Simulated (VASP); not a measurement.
Here is a VASP 6.6.1 calculation.

The input INCAR:

```
ALGO = Normal
EDIFF = 1E-6
ENCUT = 500
GGA = PS
GGA_COMPAT = F
ISIF = 2
ISMEAR = 0
LASPH = T
LCHARG = F
LREAL = F
LWAVE = F
NBANDS = 16
NELM = 120
PREC = Accurate
SIGMA = 0.01
```

The input KPOINTS:

```
k-points
0
Gamma
  5 5 5
```

The input POSCAR:

```
CdTe
1.0
    0.0000000000      3.3283887193      3.3283887193
    3.3283887193      0.0000000000      3.3283887193
    3.3283887193      3.3283887193      0.0000000000
Cd Te
1 1
Direct
    0.0000000000      0.0000000000      0.0000000000
    0.2500000000      0.2500000000      0.2500000000
```

Potentials or basis: VASP PAW PBE potentials, release 64 (Cd, Te).

Command:

```console
$ cat potpaw_PBE.64/Cd/POTCAR potpaw_PBE.64/Te/POTCAR > POTCAR
$ mpirun -np 1 vasp_std > vasp.out
```

(1) What does it give for the pressure?

(2) Estimate the band gap on the k mesh.

## Answers

(1) -2.5 GPa.

(2) 0.42 eV, direct.

Caveat: the PAW data sets were made with another functional, which shifts forces and pressure a little; spin-orbit coupling is left out, which moves the levels of the heavy elements.

**Measured values to compare with.**

A printed reference work, data compilation reports, for a bulk crystal of CdTe at 0 K: band gap 1.607 eV.

Against the measured gap of CdTe, 1.607 eV (0 K; a printed reference work, data compilation), the calculated 0.42 eV is off by -1.18 eV. So large a miss can be the level of theory's own, or it may mean another phase, state or a wrong row. Spin-orbit coupling on Cd, Te is left out. The value is that of PBEsol, without temperature or zero-point motion. Semilocal functionals fall short of measured gaps as a rule.
